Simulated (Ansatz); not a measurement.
This run works on a generated trial structure, not on a known crystal.

Input and command of a plane-wave DFT calculation in Ansatz:

```yaml
crystal:
  lattice:
    - [2.5018447916, 0.0, 0.0]
    - [0.0, 2.5018447916, 0.0]
    - [0.0, 0.0, 2.3687453237]
  atoms:
    - { symbol: P, position: [0.5, 0.5, 0.0] }
basis:
  ecutwfc: 420
kpoints:
  mp_grid: { grid: [22, 22, 24] }
hamiltonian:
  xc: pbe
scf:
  occupations: { method: gaussian, width: 0.1 }
output:
  forces: true
  stress: true
  eigenvalues: true
  write_density: true
  write_potential: true
  elf: true
  volumetric_format: npy
relax:
  adjacent_minimum: "off"
  f_tol: 0.01
  max_steps: 80
  cell: { stress_tol: 0.05 }
```

```bash
ansatz run input.yaml --threads 1 --pin off --max-ram 2048MiB --backend cpu --events-out ev --progress --plain --runs-dir out
```

Processor: Arm Neoverse V1, 1 thread, on a host shared with other jobs.

Task: How long does it run, and how much memory does it take?

Result: About 72 s, peak memory 0.42 GiB. It solves 7 bands at 1014 k points (after reduction by symmetry) with about 257 plane waves (on the last cell), in 26 SCF iterations over 7 ionic steps.
